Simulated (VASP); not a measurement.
# Sc (P-1) in VASP: further runs

One crystal, Sc, is run at these levels: PBEsol; tasks: single point.

Everything below comes from runs of VASP 6.6.1. Logs are shortened: lines on timing, memory, paths and dates and some standing lists are left out, and cuts for length are marked.

### 1 Starting point

The typed cell holds 1 atom: a = 3.202 Å, b = 3.216 Å, c = 3.226 Å, α = 61.44°, β = 61.31°, γ = 62.16°.

This isn't the form of Sc at room conditions, which is hcp.

### 2 Single point, PBEsol

INCAR

```
SYSTEM = Sc
  PREC = Accurate
  ENCUT = 400
  EDIFF = 1E-6
  ISMEAR = 1
  SIGMA = 0.2
  LREAL = .FALSE.
  LASPH = .FALSE.
  NELM = 100
  ALGO = Normal
  ISIF = 2
  LWAVE = .FALSE.
  LCHARG = .FALSE.
  GGA = PS
  ADDGRID = .FALSE.
```

KPOINTS

```
regular mesh
0
G
  6 6 6
  0 0 0
```

POSCAR

```
Sc
1.0
    3.2019616822      0.0000000000      0.0000000000
    1.5021078373      2.8441406042      0.0000000000
    1.5489936237      0.9264468030      2.6741812389
Sc
1
Direct
    0.0000000000      0.0000000000      0.0000000000
```

Potentials or basis: VASP PAW PBE potentials, release 64 (Sc_sv).

Started as:

```sh
> cat potpaw_PBE.64/Sc_sv/POTCAR > POTCAR
> mpirun -np 1 vasp_std > vasp.out
```

OUTCAR:

```text
SYSTEM = Sc
   PREC = Accurate
   ENCUT = 400
   EDIFF = 1E-6
   ISMEAR = 1
   LREAL = .FALSE.
   LASPH = .FALSE.
   NELM = 100
   ISIF = 2
   GGA = PS

 Found    112 irreducible k-points:

 Following reciprocal coordinates:
            Coordinates               Weight
  0.000000  0.000000  0.000000      1.000000
  0.166667  0.000000 -0.000000      2.000000
  0.333333  0.000000  0.000000      2.000000
  0.500000  0.000000  0.000000      1.000000
  0.000000  0.166667 -0.000000      2.000000
  0.166667  0.166667 -0.000000      2.000000
   k-points           NKPTS =    112   k-points in BZ     NKDIM =    112   number of bands    NBANDS=      9
   number of dos      NEDOS =    301   number of ions     NIONS =      1
   total plane-waves  NPLWV =  13824
   dimension x,y,z NGX =    24 NGY =   24 NGZ =   24
   dimension x,y,z NGXF=    48 NGYF=   48 NGZF=   48
   ions per type =               1
   NGX,Y,Z   is equivalent  to a cutoff of  12.46, 12.40, 12.37 a.u.
   NGXF,Y,Z  is equivalent  to a cutoff of  24.92, 24.81, 24.73 a.u.
 SYSTEM =  Sc
   PREC   = accura    normal or accurate (medium, high low for compatibility)
   ISTART =      0    job   : 0-new  1-cont  2-samecut
   ICHARG =      2    charge: 1-file 2-atom 10-const
   ISPIN  =      1    spin polarized calculation?
   LNONCOLLINEAR =      F non collinear calculations
   LSORBIT =      F    spin-orbit coupling
   LASPH  =      F    aspherical Exc in radial PAW
   ENCUT  =  400.0 eV  29.40 Ry    5.42 a.u.   5.22  5.25  5.26*2*pi/ulx,y,z
   NELM   =    100;   NELMIN=  2; NELMDL= -5     # of ELM steps
   EDIFF  = 0.1E-05   stopping-criterion for ELM
   LREAL  =      F    real-space projection
   EDIFFG = 0.1E-04   stopping-criterion for IOM
   NSW    =      0    number of steps for IOM
   IBRION =     -1    ionic relax: 0-MD 1-quasi-New 2-CG
   NFREE  =      0    steps in history (QN), initial steepest desc. (CG)
   ISIF   =      2    stress and relaxation
   ISYM   =      2    0-nonsym 1-usesym 2-fastsym
   POTIM  = 0.5000    time-step for ionic-motion
   TEBEG  =    0.0;   TEEND  =   0.0 temperature during run
   PSTRESS=    0.0 pullay stress
   NELECT =      11.0000    total number of electrons
   NUPDOWN=      -1.0000    fix difference up-down
   EMIN   =  10.00;   EMAX   =-10.00  energy-range for DOS
   EFERMI =   0.00;   METHOD = LEGACY
   ISMEAR =     1;   SIGMA  =   0.20  broadening in eV -4-tet -1-fermi 0-gaus
   EFERMI_NEDOS =   21; number of points for ismear=-14 and -15
   IALGO  =     38    algorithm
   IMIX   =      4    mixing-type and parameters
     AMIX     =   0.40;   BMIX     =  1.00
     AMIX_MAG =   1.60;   BMIX_MAG =  1.00
  volume/ion in A,a.u.               =      24.35       164.34
  Fermi-wavevector in a.u.,A,eV,Ry     =   1.256087  2.373660 21.466653  1.577755
  Thomas-Fermi vector in A             =   2.389812
   LORBIT       =      0    0 simple, 1 ext, 2 COOP (PROOUT), +10 PAW based schemes
   GGA     = PS    functional components
   LHFCALC =     F    Hartree Fock is set to
   AEXX    =    0.0000 exact exchange contribution
   IVDW    =     0    specifies the selected vdW correction
   LEPSILON=     F    determine dielectric tensor
   LRPA    =     F    only Hartree local field effects (RPA)
 non-spin polarized calculation
 Methfessel and Paxton  Order N= 1 SIGMA  =   0.20
  energy-cutoff  :      400.00
  volume of cell :       24.35
 maximum number of plane-waves:       454
 NGX is ok and might be reduce to    24
   NGX = 11   NGY = 11   NGZ = 11

 number of electron      11.0000001 magnetization

 Free energy of the ion-electron system (eV)
  ---------------------------------------------------
  ext. energy  EPLUGINS =         0.00000000
  ---------------------------------------------------
  free energy    TOTEN  =        -6.55907952 eV

  energy without entropy =       -6.56109510  energy(sigma->0) =       -6.55975138

 E-fermi :   3.6827     XC(G=0): -10.0377

 val. band max:        3.6047908114   @ k =  -0.3333   0.1667   0.1667
 cond. band min:       3.7023663484   @ k =   0.5000   0.3333   0.1667
 fundamental gap:      0.0975755370
 Fermi energy:         3.6827290878

 k-point     1 :       0.0000    0.0000    0.0000
  band No.  band energies     occupation
      1     -45.4960      2.00000
      2     -23.9992      2.00000
      3     -23.9964      2.00000
      4     -23.9807      2.00000
      5      -1.5158      2.00000
      6       5.1326     -0.00000
      7       5.2138     -0.00000
      8       5.5068     -0.00000
      9       6.6508     -0.00000

 k-point     2 :       0.1667    0.0000   -0.0000
  band No.  band energies     occupation
      1     -45.4807      2.00000
      2     -24.1003      2.00000
      3     -24.0096      2.00000
      4     -23.9982      2.00000
      5      -0.8342      2.00000
      6       4.7808     -0.00000
      7       5.3415     -0.00000
      8       5.6474     -0.00000
      9       6.5858     -0.00000

 k-point     3 :       0.3333    0.0000    0.0000
  band No.  band energies     occupation
      1     -45.4495      2.00000
      2     -24.3073      2.00000
      3     -24.0317      2.00000
      4     -24.0270      2.00000
      5       0.8249      2.00000
      6       4.0918     -0.01378
      7       5.2249     -0.00000
      8       5.5268     -0.00000
      9       7.0573     -0.00000

 k-point     4 :       0.5000    0.0000    0.0000
  band No.  band energies     occupation
      1     -45.4339      2.00000
      2     -24.4085      2.00000
      3     -24.0451      2.00000
      4     -24.0388      2.00000
      5       1.8913      2.00000
      6       3.9090     -0.06786
      7       5.0435     -0.00000
      8       5.3511     -0.00000
      9       7.6083     -0.00000

 k-point     5 :       0.0000    0.1667   -0.0000
  band No.  band energies     occupation
      1     -45.4812      2.00000
      2     -24.1012      2.00000
      3     -24.0070      2.00000
      4     -23.9963      2.00000
      5      -0.8427      2.00000
      6       4.7469     -0.00000
      7       5.3553     -0.00000
      8       5.6467     -0.00000
      9       6.6013     -0.00000

 k-point     6 :       0.1667    0.1667   -0.0000
  band No.  band energies     occupation
      1     -45.4743      2.00000
      2     -24.0981      2.00000
      3     -24.0387      2.00000
      4     -24.0227      2.00000
      5      -0.5858      2.00000
      6       4.6271     -0.00000
      7       5.5667     -0.00000
      8       5.7705     -0.00000
      9       6.0763     -0.00000

 [... further k-points ...]

------------------------ aborting loop because EDIFF is reached ----------------------------------------

  FORCE on cell =-STRESS in cart. coord.  units (eV):
  Direction    XX          YY          ZZ          XY          YZ          ZX
  --------------------------------------------------------------------------------------
  -------------------------------------------------------------------------------------
  Total       -0.1050953     -0.3424740     -0.3292034      0.1532702      0.0703650      0.0779527
  in kB       -6.9141027    -22.5309812    -21.6579249     10.0834742      4.6292332      5.1284216
  external PRESSURE =     -17.0343363 kB  Pullay stress =       0.0000000 kB

 VOLUME and BASIS-vectors are now :
 -----------------------------------------------------------------------------
  energy-cutoff  :      400.00
  volume of cell :       24.35
      direct lattice vectors                 reciprocal lattice vectors
     3.201961682  0.000000000  0.000000000     0.312308547 -0.164943011 -0.123758636
     1.502107837  2.844140604  0.000000000     0.000000000  0.351600058 -0.121808778
     1.548993624  0.926446803  2.674181239     0.000000000  0.000000000  0.373946233

 POSITION                                       TOTAL-FORCE (eV/Angst)
 -----------------------------------------------------------------------------------
      0.00000      0.00000      0.00000         0.000000      0.000000      0.000000
 -----------------------------------------------------------------------------------
    total drift:                                0.000000     -0.000000      0.000000

  FREE ENERGIE OF THE ION-ELECTRON SYSTEM (eV)
  ---------------------------------------------------
  free  energy   TOTEN  =        -6.5590795159 eV

  energy  without entropy=       -6.5610951043  energy(sigma->0) =       -6.55975138
```

OSZICAR:

```text
N       E                     dE             d eps       ncg     rms          rms(c)
DAV:   1     0.604801644130E+02    0.60480E+02   -0.47191E+03  2024   0.982E+02
DAV:   2    -0.593665936469E+01   -0.66417E+02   -0.65979E+02  2059   0.317E+02
DAV:   3    -0.730871656842E+01   -0.13721E+01   -0.13399E+01  3083   0.525E+01
DAV:   4    -0.732643396141E+01   -0.17717E-01   -0.17635E-01  2986   0.453E+00
DAV:   5    -0.732656875996E+01   -0.13480E-03   -0.13351E-03  3147   0.318E-01    0.562E+00
DAV:   6    -0.665154704767E+01    0.67502E+00   -0.15452E+00  3053   0.189E+01    0.165E+00
DAV:   7    -0.656485573563E+01    0.86691E-01   -0.36797E-01  3085   0.818E+00    0.600E-01
DAV:   8    -0.656004927144E+01    0.48065E-02   -0.22092E-02  3035   0.260E+00    0.200E-01
DAV:   9    -0.655909391494E+01    0.95536E-03   -0.60882E-03  3099   0.106E+00    0.341E-02
DAV:  10    -0.655908038678E+01    0.13528E-04   -0.13034E-04  3260   0.149E-01    0.485E-03
DAV:  11    -0.655907951590E+01    0.87088E-06   -0.21249E-06  2469   0.237E-02
   1 F= -.65590795E+01 E0= -.65597514E+01  d E =0.201559E-02
```

stdout:

```text
POSCAR found type information on POSCAR Sc
 POSCAR found :  1 types and       1 ions
 scaLAPACK will be used
 -----------------------------------------------------------------------------
|                                                                             |
|                                                                             |
|     You enforced a specific xc type in the INCAR file but a different       |
|     I HOPE YOU KNOW WHAT YOU ARE DOING!                                     |
|                                                                             |
 -----------------------------------------------------------------------------

 LDA part: xc-table for (Slater+PW92), standard interpolation
 POSCAR, INCAR and KPOINTS ok, starting setup
 FFT: planning ... GRIDC
 FFT: planning ... GRID_SOFT
 FFT: planning ... GRID
 WAVECAR not read
 entering main loop
```

Run time: 6.1 s. Hardware: 1 thread of Intel Xeon 6975P-C (Granite Rapids), shared host; peak memory 0.14 GiB.

These settings aren't checked as converged: the numbers below hold their error.

What came out:

- Free energy: -6.5591 eV
- Pressure: -1.7 GPa
- Band gap on the k mesh: none (metal or under the smearing width)

Caveat: the k mesh is coarse (spacing up to 0.39 Å⁻¹), so the values aren't converged; the PAW data sets were made with another functional, which shifts forces and pressure a little.

### 3 Single point, PBEsol

INCAR

```
SYSTEM = Sc
  PREC = Normal
  ENCUT = 400
  EDIFF = 1E-4
  ISMEAR = 1
  SIGMA = 0.2
  LREAL = Auto
  LASPH = .TRUE.
  NELM = 100
  ALGO = Normal
  ISIF = 2
  LWAVE = .FALSE.
  LCHARG = .FALSE.
  GGA = PS
  ADDGRID = .FALSE.
```

KPOINTS is that of step 2.

POSCAR is that of step 2.

Potentials or basis: VASP PAW PBE potentials, release 64 (Sc_sv).

Started as:

```sh
> cat potpaw_PBE.64/Sc_sv/POTCAR > POTCAR
> mpirun -np 1 vasp_std > vasp.out
```

Run time: 4.3 s. Hardware: 1 thread of Intel Xeon 6975P-C (Granite Rapids), shared host; peak memory 0.11 GiB.

These settings aren't checked as converged: the numbers below hold their error.

What came out:

| Item | Value |
| --- | --- |
| Free energy | -6.5595 eV |
| Pressure | -1.8 GPa |
| Band gap on the k mesh | none (metal or under the smearing width) |

Caveat: the k mesh is coarse (spacing up to 0.39 Å⁻¹), so the values aren't converged; the PAW data sets were made with another functional, which shifts forces and pressure a little.

### 4 Single point, PBEsol

INCAR

```
SYSTEM = Sc
  PREC = Accurate
  ENCUT = 200
  EDIFF = 1E-6
  ISMEAR = 1
  SIGMA = 0.2
  LREAL = .FALSE.
  LASPH = .TRUE.
  NELM = 100
  ALGO = Normal
  ISIF = 2
  LWAVE = .FALSE.
  LCHARG = .FALSE.
  GGA = PS
  ADDGRID = .FALSE.
```

KPOINTS

```
regular mesh
0
G
  9 9 9
  0 0 0
```

POSCAR is that of step 3.

Potentials or basis: VASP PAW PBE potentials, release 64 (Sc_sv).

Started as:

```sh
> cat potpaw_PBE.64/Sc_sv/POTCAR > POTCAR
> mpirun -np 1 vasp_std > vasp.out
```

OUTCAR:

```text
SYSTEM = Sc
   PREC = Accurate
   ENCUT = 200
   EDIFF = 1E-6
   ISMEAR = 1
   LREAL = .FALSE.
   LASPH = .TRUE.
   NELM = 100
   ISIF = 2
   GGA = PS

 Found    365 irreducible k-points:

 Following reciprocal coordinates:
            Coordinates               Weight
  0.000000  0.000000  0.000000      1.000000
  0.111111  0.000000  0.000000      2.000000
  0.222222  0.000000  0.000000      2.000000
  0.333333  0.000000  0.000000      2.000000
  0.444444  0.000000  0.000000      2.000000
  0.000000  0.111111 -0.000000      2.000000
   k-points           NKPTS =    365   k-points in BZ     NKDIM =    365   number of bands    NBANDS=      9
   number of dos      NEDOS =    301   number of ions     NIONS =      1
   total plane-waves  NPLWV =   4096
   dimension x,y,z NGX =    16 NGY =   16 NGZ =   16
   dimension x,y,z NGXF=    32 NGYF=   32 NGZF=   32
   ions per type =               1
   NGX,Y,Z   is equivalent  to a cutoff of   8.31,  8.27,  8.24 a.u.
   NGXF,Y,Z  is equivalent  to a cutoff of  16.61, 16.54, 16.49 a.u.
 SYSTEM =  Sc
   PREC   = accura    normal or accurate (medium, high low for compatibility)
   ISTART =      0    job   : 0-new  1-cont  2-samecut
   ICHARG =      2    charge: 1-file 2-atom 10-const
   ISPIN  =      1    spin polarized calculation?
   LNONCOLLINEAR =      F non collinear calculations
   LSORBIT =      F    spin-orbit coupling
   LASPH  =      T    aspherical Exc in radial PAW
[... 62 lines left out ...]
      3     -24.0341      2.00000
      4     -24.0155      2.00000
      5      -1.5127      2.00000
      6       5.1188     -0.00000
      7       5.1997     -0.00000
      8       5.5025     -0.00000
      9       6.6314     -0.00000
[... 49 lines left out ...]
 k-point     6 :       0.0000    0.1111   -0.0000
  band No.  band energies     occupation
      1     -45.5045      2.00000
      2     -24.0776      2.00000
      3     -24.0353      2.00000
      4     -24.0236      2.00000
      5      -1.2068      2.00000
      6       4.9550     -0.00000
      7       5.2810     -0.00000
      8       5.5692     -0.00000
      9       6.5926     -0.00000

 [... further k-points ...]

------------------------ aborting loop because EDIFF is reached ----------------------------------------

  FORCE on cell =-STRESS in cart. coord.  units (eV):
  Direction    XX          YY          ZZ          XY          YZ          ZX
  --------------------------------------------------------------------------------------
  -------------------------------------------------------------------------------------
  Total       -1.5756994     -1.8016007     -1.8102829      0.1636752      0.0622665      0.0735375
  in kB     -103.6635144   -118.5253090   -119.0965024     10.7680100      4.0964445      4.8379480
  external PRESSURE =    -113.7617753 kB  Pullay stress =       0.0000000 kB

 VOLUME and BASIS-vectors are now :
 -----------------------------------------------------------------------------
  energy-cutoff  :      200.00
  volume of cell :       24.35
      direct lattice vectors                 reciprocal lattice vectors
     3.201961682  0.000000000  0.000000000     0.312308547 -0.164943011 -0.123758636
     1.502107837  2.844140604  0.000000000     0.000000000  0.351600058 -0.121808778
     1.548993624  0.926446803  2.674181239     0.000000000  0.000000000  0.373946233

 POSITION                                       TOTAL-FORCE (eV/Angst)
 -----------------------------------------------------------------------------------
      0.00000      0.00000      0.00000         0.000000     -0.000000      0.000000
 -----------------------------------------------------------------------------------
    total drift:                                0.000000      0.000000      0.000000

  FREE ENERGIE OF THE ION-ELECTRON SYSTEM (eV)
  ---------------------------------------------------
  free  energy   TOTEN  =        -6.5040637560 eV

  energy  without entropy=       -6.5060544104  energy(sigma->0) =       -6.50472731
```

OSZICAR:

```text
N       E                     dE             d eps       ncg     rms          rms(c)
DAV:   1     0.211632476649E+02    0.21163E+02   -0.36265E+03  7458   0.592E+02
DAV:   2    -0.686059316775E+01   -0.28024E+02   -0.27640E+02  6714   0.191E+02
DAV:   3    -0.728846752796E+01   -0.42787E+00   -0.41687E+00 10159   0.231E+01
DAV:   4    -0.729315872112E+01   -0.46912E-02   -0.46628E-02  9476   0.150E+00
DAV:   5    -0.729320083252E+01   -0.42111E-04   -0.42087E-04  9751   0.786E-02    0.576E+00
DAV:   6    -0.659774432396E+01    0.69546E+00   -0.15898E+00  9677   0.168E+01    0.173E+00
DAV:   7    -0.650919629754E+01    0.88548E-01   -0.39236E-01  9887   0.736E+00    0.542E-01
DAV:   8    -0.650523455051E+01    0.39617E-02   -0.22353E-02  8285   0.224E+00    0.214E-01
DAV:   9    -0.650407845052E+01    0.11561E-02   -0.64705E-03  9833   0.925E-01    0.285E-02
DAV:  10    -0.650406452673E+01    0.13924E-04   -0.76619E-05 10139   0.980E-02    0.228E-03
DAV:  11    -0.650406375599E+01    0.77073E-06   -0.32609E-07  5103   0.758E-03
   1 F= -.65040638E+01 E0= -.65047273E+01  d E =0.199065E-02
```

stdout:

```text
POSCAR found type information on POSCAR Sc
 POSCAR found :  1 types and       1 ions
 scaLAPACK will be used
 -----------------------------------------------------------------------------
|                                                                             |
|                                                                             |
|     You enforced a specific xc type in the INCAR file but a different       |
|     I HOPE YOU KNOW WHAT YOU ARE DOING!                                     |
|                                                                             |
 -----------------------------------------------------------------------------

 LDA part: xc-table for (Slater+PW92), standard interpolation
 POSCAR, INCAR and KPOINTS ok, starting setup
 FFT: planning ... GRIDC
 FFT: planning ... GRID_SOFT
 FFT: planning ... GRID
 WAVECAR not read
 entering main loop
```

Run time: 6.5 s. Hardware: 1 thread of Intel Xeon 6975P-C (Granite Rapids), shared host; peak memory 0.12 GiB.

The run converged, but a check on its numbers failed (symmetry, net force, bounds or a known fault of this set-up), so they aren't taken as properties of the crystal.

Caveat: the cutoff lies under the usual one of these potentials, so the numbers hold a large basis-set error; the PAW data sets were made with another functional, which shifts forces and pressure a little.

### 5 Single point, PBEsol

Edit INCAR of step 4 so:

```diff
@@ -2,3 +2,3 @@
   PREC = Accurate
-  ENCUT = 200
+  ENCUT = 500
   EDIFF = 1E-6
```

KPOINTS

```
regular mesh
0
G
  6 6 6
  0 0 0
```

POSCAR is that of step 4.

Started as:

```sh
> cat potpaw_PBE.64/Sc_sv/POTCAR > POTCAR
> mpirun -np 1 vasp_std > vasp.out
```

It took 6.5 s on 1 thread of Intel Xeon 6975P-C (Granite Rapids), shared host; peak memory 0.15 GiB.

The run converged, but some of its settings lie outside the range that counts as converged, so its numbers aren't taken as properties of the crystal.

What came out:

- Free energy: -6.5593 eV
- Pressure: -1.7 GPa
- Band gap on the k mesh: none (metal or under the smearing width)

Caveat: the k mesh is coarse (spacing up to 0.39 Å⁻¹), so the values aren't converged; the PAW data sets were made with another functional, which shifts forces and pressure a little.

### 6 Single point, PBEsol

Edit INCAR of step 5 so:

```diff
@@ -2,3 +2,3 @@
   PREC = Accurate
-  ENCUT = 500
+  ENCUT = 200
   EDIFF = 1E-6
```

KPOINTS

```
regular mesh
0
G
  10 10 10
  0 0 0
```

POSCAR is that of step 5.

Potentials or basis: VASP PAW PBE potentials, release 64 (Sc_sv).

Started as:

```sh
> cat potpaw_PBE.64/Sc_sv/POTCAR > POTCAR
> mpirun -np 1 vasp_std > vasp.out
```

Wall time 10 s (1 thread of Intel Xeon 6975P-C (Granite Rapids), shared host); peak memory 0.13 GiB.

The run converged, but a check on its numbers failed (symmetry, net force, bounds or a known fault of this set-up), so they aren't taken as properties of the crystal.

Caveat: the cutoff lies under the usual one of these potentials, so the numbers hold a large basis-set error; the PAW data sets were made with another functional, which shifts forces and pressure a little.
